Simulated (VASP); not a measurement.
**TiTe2: equation of state with PBE**

The system is TiTe2.

```
Te Ti
1.0
     3.77700    0.00000    0.00000
    -1.88850    3.27098    0.00000
     0.00000    0.00000    6.49800
Te Ti
2 1
Direct
  0.33333 0.66667 0.73720
  0.66667 0.33333 0.26280
  0.00000 0.00000 0.00000
```

```yaml
Program: VASP 6.6.1
Task: equation of state
Functional: PBE
Potentials_or_basis: VASP PAW PBE potentials, release 64 (Te, Ti_sv)
Cutoff: 520 eV
k_mesh: 8 × 8 × 4
Occupations: fermi-dirac, width 0.05 eV
Spin: no spin polarisation
```

| Quantity | Value |
| --- | --- |
| Equilibrium volume | 27.15 Å³/atom |
| Bulk modulus at fixed shape and positions | 62 GPa |
| Pressure derivative of the bulk modulus | 4.1 |

Energy against volume, from the lowest point:
| volume (Å³/atom) | energy (meV/atom) |
| --- | --- |
| 25.154 | 31.92 |
| 25.689 | 16.40 |
| 26.225 | 6.25 |
| 26.760 | 0.94 |
| 27.295 | 0.00 |
| 27.830 | 3.02 |
| 28.365 | 9.60 |

All runs of the series together: 6.3 min on 1 thread of Intel(R) Xeon(R) Platinum 8488C (Sapphire Rapids), on a shared host.

Caveat: the cell was scaled at fixed shape and fractional positions, which overstates the stiffness of a crystal with free parameters, most of all of layers and chains; this functional lacks dispersion, which binds the layers, so the pressure and a relaxed spacing across them are unreliable. The run has no spin-orbit coupling, so splittings on Te are missing.
